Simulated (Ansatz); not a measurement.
**Is this Si₃C₂ stable against decomposition?**

Level of theory: DFT PBE, scalar-relativistic, plane waves, PAW in Ansatz 0.2.0. Settings: cutoff 420 eV, Γ-centred meshes spaced at most about 0.3 Å⁻¹, and about 0.25 Å⁻¹ or finer for metals (2π included), Gaussian smearing. No spin polarisation.

Formation energies are uncorrected and refer to the elements' standard structures at the same level.

These are static total energies at zero pressure. Weakly bound directions are ill-defined at this level, which has no dispersion term (Si3C2 P-6m2). The reference form of C is held partly by dispersion forces, which this level lacks.

The competitors are the elements and 1 reference phase of this chemical system (from databases or known types: SiC), relaxed at the same level; other known phases may be missing.

The candidate was reached from: Si and C ordered on hcp sites.

```
Si C
1.0
     2.90956    0.00000    0.00000
    -1.45478    2.51975    0.00000
     0.00000    0.00000   14.46925
Si C
6 4
Cartesian
  0.0000 0.0000 6.0218
  0.0000 0.0000 8.4475
  0.0000 1.6798 13.2373
  0.0000 1.6798 1.2319
  0.0000 1.6798 3.7466
  0.0000 1.6798 10.7227
  0.0000 0.0000 11.6004
  0.0000 0.0000 0.0000
  0.0000 0.0000 2.8688
  0.0000 1.6798 7.2346
```

**Question.** Into what would it decompose?

**Answer.** Its formation energy is 0.764 eV/atom. The lowest competing mixture at this composition is this:

```tsv
phase	space group	source	share of atoms	ΔE_f (eV/atom)
Si	-	element	0.2000	-0.0007
SiC	P6_3mc (No. 186)	Materials Project	0.8000	-0.204
```

The lowest database cell of Si (-0.0007) lies slightly below the reference, hence the non-zero entry.

The mixture lies at -0.163 eV/atom, and the candidate lies 0.93 eV/atom above it. The candidate matches no cell in the subsets of the Crystallography Open Database and the Materials Project at hand. A phase this far over the hull is unlikely to be made. It holds Si–Si units of three or more atoms (shortest 2.43 Å).
